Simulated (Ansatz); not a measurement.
**Ionic part of the dielectric constant of ZnS at -1 GPa, mode by mode**

All numbers below come from Ansatz, DFT PBE, scalar-relativistic, plane waves, PAW. Cutoff 420 eV, 10×10×10 k-points (Γ-centred), fixed occupations. No spin polarisation. Phonons by linear response, acoustic sum rule imposed.

Symmetry: F-43m, No. 216, cubic system. Conventional cell: a = 5.470 Å, b = 5.470 Å, c = 5.470 Å, α = 90.00°, β = 90.00°, γ = 90.00°. Zn (site symmetry -43m) is surrounded by 4 S at 2.37 Å. S (site symmetry -43m) is surrounded by 4 Zn at 2.37 Å.

The primitive cell has V = 40.92 Å³ and ε∞,yy = 5.961. Each polar mode adds Δε = (4.92064×10⁷/V)·S/ν² along y, with S its oscillator strength in e²/amu, ν in cm⁻¹ and V in Å³.

Problem. From these modes, find each Δε and ε0,yy.
| ν (cm⁻¹) | S_yy (e²/amu) |
| --- | --- |
| 253.2 | 0.1941 |

Solution.
```tsv
ν (cm⁻¹)	Δε
253.2	3.64
```

The sum is 3.640, so ε0,yy = 9.60; the run's tensor has 9.60.

Problem. Where do the longitudinal modes lie for a wave vector along y?

Solution. At 321 cm⁻¹. The Lyddane–Sachs–Teller product Π(ν_LO/ν_TO)² = 1.61 matches ε0/ε∞ = 1.61.

Cost: 1 run of about 1.4 core-minutes, on Arm Neoverse V1 (shared hosts).

The lattice adds 3.64 to the dielectric constant of ZnS, less than the electrons contribute even after the vacuum term is removed from ε∞, as expected for a polar but substantially covalent tetrahedral semiconductor. With two atoms per primitive cell, the whole ionic response comes from one triply degenerate mode in which the Zn and S sublattices move against each other. Its oscillator strength implies a Born effective charge close to the nominal ionic valence, but this dynamical charge includes charge transfer along the bonds and doesn't measure static ionicity. The macroscopic field of the longitudinal motion adds a restoring force, screened by ε∞, which lifts the mode from 253.2 to 321 cm⁻¹.

Both frequencies lie below the familiar ambient values, probably because PBE bonds are slightly too long and too soft and the tension stretches them further. ε∞ is above experiment, mainly because PBE underestimates the gap and so overestimates the electronic polarisability. A single strained volume can't show how much of either deviation is due to pressure.
